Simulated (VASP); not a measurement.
## Lu: relaxation of cell and atoms with BLYP

Crystal: Lu.

```
Lu
1.0
    -1.95411    1.95411    1.95411
     1.95411   -1.95411    1.95411
     1.95411    1.95411   -1.95411
Lu
1
Direct
  0.00000 0.00000 0.00000
```

This isn't the form of Lu at room conditions, which is hcp.

- Program: VASP 6.6.1
- Task: relaxation of cell and atoms
- Functional: BLYP
- Potentials or basis: VASP PAW PBE potentials, release 64 (Lu)
- Cutoff: 600 eV
- k mesh: 10 × 10 × 10
- Occupations: fermi-dirac, width 0.05 eV
- Spin: no spin polarisation
- Further INCAR settings: ALGO = Normal; EDIFF = 1e-06; IBRION = 2; EDIFFG = -0.005; NSW = 60; ISIF = 3

The relaxed volume is 30.29 Å³/atom, the relaxed cell is a = 3.401 Å, b = 3.401 Å, c = 3.401 Å, α = 109.47°, β = 109.47°, γ = 109.47° and the space group after relaxing (to 0.05 Å) is Im-3m (No. 229). The energy gained by relaxing is 1.0 meV/atom and the ionic steps are 3. The pressure after relaxing is 0.0 GPa. The band gap on the k mesh is none (metal or under the smearing width).

The path:
| step | energy change (eV) | largest force (eV/Å) | pressure (GPa) | volume (Å³) |
| --- | --- | --- | --- | --- |
| 1 | 0.0000 | 0.0000 | 0.66 | 29.85 |
| 2 | -0.0010 | 0.0000 | -0.16 | 30.38 |
| 3 | -0.0010 | 0.0000 | 0.02 | 30.29 |

Final structure:
```yaml
crystal:
  lattice:
    - [-1.96383, 1.96383, 1.96383]
    - [1.96383, -1.96383, 1.96383]
    - [1.96383, 1.96383, -1.96383]
  atoms:
    - { symbol: Lu, position: [0.00000, 0.00000, 0.00000] }
```

Levels at points of the mesh, in eV from the Fermi level:
| k point | band 10 | band 11 | band 12 | band 13 | band 14 | band 15 |
| --- | --- | --- | --- | --- | --- | --- |
| (0.00, 0.00, 0.00) | -5.25 | -5.25 | -5.23 | 1.91 | 1.91 | 1.91 |
| (0.50, 0.00, 0.00) | -5.25 | -5.24 | -2.48 | 0.29 | 0.55 | 3.77 |
| (0.50, 0.50, 0.50) | -5.24 | -5.24 | -1.49 | -1.49 | 5.64 | 5.64 |

Run time: 52 s on 1 thread of Intel(R) Xeon(R) 6975P-C (Granite Rapids) (shared host), peak memory 0.18 GiB.

Caveat: the PAW data sets were made with another functional, which shifts forces and pressure a little. Spin-orbit coupling is left out, which matters for the levels of Lu.
